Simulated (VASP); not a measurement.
# Ca (R-3m) in VASP: single point with PBE

Aim: the single point of Ca with PBE.

All numbers are computed with VASP 6.6.1; they aren't measurements. Logs are shortened: lines on timing, memory, paths and dates and some standing lists are left out, and cuts for length are marked.

**1. The cell of the first run**

The structure is trigonal, space group R-3m (No. 166). Conventional cell: a = 3.991 Å, b = 3.991 Å, c = 9.486 Å, α = 90.00°, β = 90.00°, γ = 120.00°. Ca (site symmetry -3m) has 12 Ca at 3.91 to 3.99 Å as nearest neighbours.

**2. Single point, PBE (equal xy, yz and zx shear strains of -2 %)**

Input file INCAR:

```
SYSTEM = Ca
PREC = Accurate
ENCUT = 520
EDIFF = 1E-7
ISMEAR = -1
SIGMA = 0.05
LREAL = .FALSE.
LASPH = .TRUE.
NELM = 80
ALGO = Fast
ISIF = 2
LWAVE = .FALSE.
LCHARG = .FALSE.
GGA = PE
NBANDS = 11
```

Input file KPOINTS:

```
Automatic mesh
0
G
  11 11 11
  0 0 0
```

Input file POSCAR:

```
Ca
1.0
   -0.0558840000      2.7662580000      2.7662580000
    2.7662580000     -0.0558840000      2.7662580000
    2.7662580000      2.7662580000     -0.0558840000
Ca
1
Direct
    0.0000000000      0.0000000000      0.0000000000
```

Potentials or basis: VASP PAW PBE potentials, release 64 (Ca_sv).

Command:

```console
cat potpaw_PBE.64/Ca_sv/POTCAR > POTCAR
mpirun -np 1 vasp_std > vasp.out
```

OUTCAR:

```text
SYSTEM = Ca
   PREC = Accurate
   ENCUT = 520
   EDIFF = 1E-7
   ISMEAR = -1
   LREAL = .FALSE.
   LASPH = .TRUE.
   NELM = 80
   ISIF = 2
   GGA = PE

 ion  position               nearest neighbor table
   1  0.000  0.000  0.000-

  LATTYP: Found a trigonal (rhomboedric) cell.
 ALAT       =     3.9124787113
 COS(alpha) =     0.4797000918

  Lattice vectors:

 A1 = (  -0.0558840000,   2.7662580000,   2.7662580000)
 A2 = (   2.7662580000,  -0.0558840000,   2.7662580000)
 A3 = (   2.7662580000,   2.7662580000,  -0.0558840000)

Analysis of symmetry for initial positions (statically):
=====================================================================
 Subroutine PRICEL returns:
 Original cell was already a primitive cell.

 Routine SETGRP: Setting up the symmetry group for a
 trigonal (rhombohedral) supercell.

 Subroutine GETGRP returns: Found 12 space group operations
 (whereof 12 operations were pure point group operations)
 out of a pool of 12 trial point group operations.

The static configuration has the point symmetry D_3d.

Analysis of symmetry for dynamics (positions and initial velocities):
=====================================================================
 Subroutine PRICEL returns:
 Original cell was already a primitive cell.

 Routine SETGRP: Setting up the symmetry group for a
 trigonal (rhombohedral) supercell.

 Subroutine GETGRP returns: Found 12 space group operations
 (whereof 12 operations were pure point group operations)
 out of a pool of 12 trial point group operations.

The dynamic configuration has the point symmetry D_3d.

 Subroutine INISYM returns: Found 12 space group operations
 (whereof 12 operations are pure point group operations),
 and found     1 'primitive' translations

----------------------------------------------------------------------------------------

                                     Primitive cell

  volume of cell :      43.6186

  direct lattice vectors                    reciprocal lattice vectors
    -0.055884000  2.766258000  2.766258000    -0.175362529  0.178978252  0.178978252
     2.766258000 -0.055884000  2.766258000     0.178978252 -0.175362529  0.178978252
     2.766258000  2.766258000 -0.055884000     0.178978252  0.178978252 -0.175362529

  length of vectors
     3.912478711  3.912478711  3.912478711     0.307926039  0.307926039  0.307926039

  position of ions in fractional coordinates (direct lattice)
     0.000000000  0.000000000  0.000000000

  ion indices of the primitive-cell ions
   primitive index   ion index
                 1           1

[... 83 lines left out ...]
   NUPDOWN=      -1.0000    fix difference up-down
   EMIN   =  10.00;   EMAX   =-10.00  energy-range for DOS
   EFERMI =   0.00;   METHOD = LEGACY
   ISMEAR =    -1;   SIGMA  =   0.05  broadening in eV -4-tet -1-fermi 0-gaus
   EFERMI_NEDOS =   21; number of points for ismear=-14 and -15
   IALGO  =     68    algorithm
   IMIX   =      4    mixing-type and parameters
     AMIX     =   0.40;   BMIX     =  1.00
     AMIX_MAG =   1.60;   BMIX_MAG =  1.00
  volume/ion in A,a.u.               =      43.62       294.35
  Fermi-wavevector in a.u.,A,eV,Ry     =   1.001962  1.893433 13.659256  1.003927
  Thomas-Fermi vector in A             =   2.134418
   LORBIT       =      0    0 simple, 1 ext, 2 COOP (PROOUT), +10 PAW based schemes
   GGA     = PE    functional components
   LHFCALC =     F    Hartree Fock is set to
   AEXX    =    0.0000 exact exchange contribution
   IVDW    =     0    specifies the selected vdW correction
   LEPSILON=     F    determine dielectric tensor
   LRPA    =     F    only Hartree local field effects (RPA)
 non-spin polarized calculation
 RMM-DIIS sequential band-by-band and
  energy-cutoff  :      520.00
  volume of cell :       43.62
 maximum number of plane-waves:      1208
 NGX is ok and might be reduce to    30
   NGX = 15   NGY = 15   NGZ = 15

 number of electron      10.0000000 magnetization

 Free energy of the ion-electron system (eV)
  ---------------------------------------------------
  ext. energy  EPLUGINS =         0.00000000
  ---------------------------------------------------
  free energy    TOTEN  =        -1.93107179 eV

  energy without entropy =       -1.92005329  energy(sigma->0) =       -1.92556254

 E-fermi :   1.8257     XC(G=0):  -7.6339

 val. band max:        1.8225277813   @ k =  -0.2727   0.3636   0.2727
 cond. band min:       1.8265495578   @ k =  -0.2727   0.4545   0.0909
 fundamental gap:      0.0040217765
 Fermi energy:         1.8256917226

 k-point     1 :       0.0000    0.0000    0.0000
  band No.  band energies     occupation
      1     -40.2631      2.00000
      2     -21.1852      2.00000
      3     -21.1830      2.00000
      4     -21.1830      2.00000
      5      -2.1357      2.00000
      6       4.0557      0.00000
      7       4.0557      0.00000
      8       4.2475      0.00000
      9       5.1570      0.00000
     10       5.1570      0.00000
     11      10.7818      0.00000
[... 309 lines left out ...]
 k-point    24 :      -0.1818    0.1818    0.0000
  band No.  band energies     occupation
      1     -40.2557      2.00000
      2     -21.2453      2.00000
      3     -21.2136      2.00000
      4     -21.1926      2.00000
      5      -0.7814      2.00000
      6       3.1255      0.00000
      7       3.8196      0.00000
      8       4.6596      0.00000
      9       4.7121      0.00000
     10       5.6140      0.00000
     11       8.9914      0.00000

 [... further k-points ...]

------------------------ aborting loop because EDIFF is reached ----------------------------------------

  FORCE on cell =-STRESS in cart. coord.  units (eV):
  Direction    XX          YY          ZZ          XY          YZ          ZX
  --------------------------------------------------------------------------------------
  -------------------------------------------------------------------------------------
  Total       -0.1468508     -0.1468508     -0.1468508      0.0751129      0.0751129      0.0751129
  in kB       -5.3940567     -5.3940567     -5.3940567      2.7590123      2.7590123      2.7590123
  external PRESSURE =      -5.3940567 kB  Pullay stress =       0.0000000 kB

 VOLUME and BASIS-vectors are now :
 -----------------------------------------------------------------------------
  energy-cutoff  :      520.00
  volume of cell :       43.62
      direct lattice vectors                 reciprocal lattice vectors
    -0.055884000  2.766258000  2.766258000    -0.175362529  0.178978252  0.178978252
     2.766258000 -0.055884000  2.766258000     0.178978252 -0.175362529  0.178978252
     2.766258000  2.766258000 -0.055884000     0.178978252  0.178978252 -0.175362529

 POSITION                                       TOTAL-FORCE (eV/Angst)
 -----------------------------------------------------------------------------------
      0.00000      0.00000      0.00000        -0.000000      0.000000      0.000000
 -----------------------------------------------------------------------------------
    total drift:                               -0.000000     -0.000000      0.000000

  FREE ENERGIE OF THE ION-ELECTRON SYSTEM (eV)
  ---------------------------------------------------
  free  energy   TOTEN  =        -1.9310717950 eV

  energy  without entropy=       -1.9200532906  energy(sigma->0) =       -1.92556254
```

OSZICAR:

```text
N       E                     dE             d eps       ncg     rms          rms(c)
DAV:   1     0.661533738276E+02    0.66153E+02   -0.49876E+03  3212   0.817E+02
DAV:   2    -0.367820293012E+00   -0.66521E+02   -0.65902E+02  3539   0.208E+02
DAV:   3    -0.187661132455E+01   -0.15088E+01   -0.14894E+01  4850   0.305E+01
DAV:   4    -0.193712284912E+01   -0.60512E-01   -0.60226E-01  4112   0.498E+00
DAV:   5    -0.193933091682E+01   -0.22081E-02   -0.22075E-02  4594   0.691E-01    0.222E+00
RMM:   6    -0.193285982782E+01    0.64711E-02   -0.89883E-03  3419   0.106E+00    0.138E+00
RMM:   7    -0.193126009325E+01    0.15997E-02   -0.20897E-02  3835   0.182E+00    0.112E-01
RMM:   8    -0.193092699691E+01    0.33310E-03   -0.48747E-03  3773   0.838E-01    0.277E-02
RMM:   9    -0.193103283681E+01   -0.10584E-03   -0.12993E-03  4577   0.399E-01    0.256E-02
RMM:  10    -0.193106340457E+01   -0.30568E-04   -0.24048E-04  4911   0.147E-01    0.874E-03
RMM:  11    -0.193107052808E+01   -0.71235E-05   -0.63506E-05  5184   0.626E-02    0.129E-02
RMM:  12    -0.193107363198E+01   -0.31039E-05   -0.71223E-06  4678   0.273E-02    0.157E-02
RMM:  13    -0.193107108049E+01    0.25515E-05   -0.63111E-06  5003   0.190E-02    0.220E-03
RMM:  14    -0.193107149794E+01   -0.41746E-06   -0.14050E-06  4835   0.838E-03    0.105E-03
RMM:  15    -0.193107187706E+01   -0.37911E-06   -0.39193E-07  4002   0.389E-03    0.163E-03
RMM:  16    -0.193107175226E+01    0.12479E-06   -0.23605E-07  3287   0.292E-03    0.384E-04
RMM:  17    -0.193107179495E+01   -0.42686E-07   -0.48912E-08  2931   0.170E-03
   1 F= -.19310718E+01 E0= -.19255625E+01  d E =-.110185E-01
```

stdout:

```text
POSCAR found type information on POSCAR Ca
 POSCAR found :  1 types and       1 ions
 scaLAPACK will be used
 LDA part: xc-table for (Slater+PW92), standard interpolation
 POSCAR, INCAR and KPOINTS ok, starting setup
 FFT: planning ... GRIDC
 FFT: planning ... GRID_SOFT
 FFT: planning ... GRID
 WAVECAR not read
 entering main loop
WARNING in EDDRMM: call to ZHEGV failed, returncode =   8  4      6
WARNING in EDDRMM: call to ZHEGV failed, returncode =   8  4      6
WARNING in EDDRMM: call to ZHEGV failed, returncode =   8  4      9
WARNING in EDDRMM: call to ZHEGV failed, returncode =   6  3      5
WARNING in EDDRMM: call to ZHEGV failed, returncode =   8  4      5
WARNING in EDDRMM: call to ZHEGV failed, returncode =   6  3      5
WARNING in EDDRMM: call to ZHEGV failed, returncode =   6  3      6
WARNING in EDDRMM: call to ZHEGV failed, returncode =   6  3      7
```

Run time: 1.8 min. Hardware: 1 thread of Intel Xeon Platinum 8375C at 2.90GHz (Ice Lake), shared host; peak memory 0.21 GiB.

What came out:

| Quantity | Value |
| --- | --- |
| Free energy | -1.9311 eV |
| Pressure | -0.5 GPa |
| Band gap on the k mesh | none (metal or under the smearing width) |
